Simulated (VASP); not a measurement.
A run of VASP 6.6.1 is set up as follows.

The input INCAR:

```
SYSTEM = BAs
  PREC = Accurate
  ENCUT = 520
  EDIFF = 1E-6
  ISMEAR = -1
  SIGMA = 0.02
  LREAL = .False.
  LASPH = .True.
  NELM = 100
  ALGO = Normal
  ISIF = 2
  LWAVE = .False.
  LCHARG = .False.
  GGA = PE
  NBANDS = 11
```

KPOINTS

```
regular mesh
0
Gamma
  10 10 10
  0 0 0
```

File POSCAR:

```
BAs
1.0
    0.0000000000      2.3799082694      2.3978472764
    2.3799082694      0.0000000000      2.3978472764
    2.3799082694      2.3799082694      0.0000000000
B As
1 1
Direct
    0.0000000000      0.0000000000      0.0000000000
    0.2500000000      0.2500000000      0.2500000000
```

Potentials or basis: VASP PAW PBE potentials, release 64 (B, As).

Launch:

```bash
$ cat potpaw_PBE.64/B/POTCAR potpaw_PBE.64/As/POTCAR > POTCAR
$ mpirun -np 1 vasp_std > vasp.out
```

Question: What does it give for the band gap on the k mesh?

Answer: 1.12 eV, indirect (least direct gap 3.24 eV).

Question: Estimate the pressure.

Answer: 3.9 GPa.

Stress tensor (GPa, compression positive):
```
4.43 0.00 0.00
0.00 4.43 0.00
0.00 0.00 2.86
```

A k mesh can miss the band edges.
